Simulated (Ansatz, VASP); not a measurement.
## BeS: VASP beside Ansatz

Contents of INCAR:

```
PREC     = Accurate       # precision mode
ENCUT    = 520            # plane-wave cutoff, eV
EDIFF    = 1E-7           # SCF threshold, eV
ISMEAR   = -1             # smearing method
SIGMA    = 0.02           # smearing width, eV
LREAL    = F              # projectors in reciprocal space
LASPH    = T              # aspherical terms in the spheres
NELM     = 80             # most SCF steps
ALGO     = Normal         # electronic algorithm
ISIF     = 2              # what is computed and relaxed
LWAVE    = F              # write WAVECAR
LCHARG   = F              # write CHGCAR
GGA      = PE             # functional
NBANDS   = 11             # bands
```

The input KPOINTS:

```
regular mesh
0
Gamma
  10 10 10
```

Contents of POSCAR:

```
BeS
1.0
    0.0000000000      2.3369339811      2.5070809919
    2.3369339811      0.0000000000      2.5070809919
    2.3369339811      2.3369339811      0.0000000000
Be S
1 1
Direct
    0.0000000000      0.0000000000      0.0000000000
    0.2500000000      0.2500000000      0.2500000000
```

Input for Ansatz:

```yaml
crystal:
  lattice:
    - [0.0, 2.3369339811, 2.5070809919]
    - [2.3369339811, 0.0, 2.5070809919]
    - [2.3369339811, 2.3369339811, 0.0]
  atoms:
    - { symbol: Be, position: [0.0, 0.0, 0.0] }
    - { symbol: S, position: [0.25, 0.25, 0.25] }
kpoints:
  mp_grid: { grid: [10, 10, 10] }
  band_path:
    path:
      - [0.0, 0.0, 0.0]
      - [-0.5, -0.5, 0.0]
      - [-0.375, -0.375, 0.25]
      - [-0.375, 0.0, 0.375]
      - [0.0, 0.0, 0.5]
      - [-0.5, -0.25, 0.25]
      - [-0.0375, 0.0, 0.0375]
      - [0.0, 0.5, 0.5]
    npoints: 1
hamiltonian:
  xc: pbe
scf:
  occupations: { method: fermi_dirac, width: 0.02 }
  n_extra_bands: 4
output:
  forces: true
  stress: true
  eigenvalues: true
```

Change from the starting cell: epitaxial_xy strain -4.0%.

Alike in both runs: task single point; functional PBE; k mesh 10 × 10 × 10; occupations fermi-dirac, width 0.02 eV; no spin polarisation.

|  | VASP | Ansatz |
| --- | --- | --- |
| version | VASP 6.6.1 | Ansatz 0.2.0 |
| potentials or method | VASP PAW PBE potentials, release 64 (Be, S) | plane waves, PAW |
| plane-wave cutoff (eV) | 520 | 420 |
| valence electrons in the cell | 8 | 8 |

```csv
,VASP,Ansatz,Ansatz less VASP
gap on the k mesh at the Fermi level (eV),2.69,2.69,-0.002
pressure (GPa),5.8,5.8,0.00
largest component of the traceless stress (GPa),5.28,5.30,+0.019
```

With one functional, cell and mesh, what is left measures potentials, basis and numerics.

A k mesh can miss the band edges.
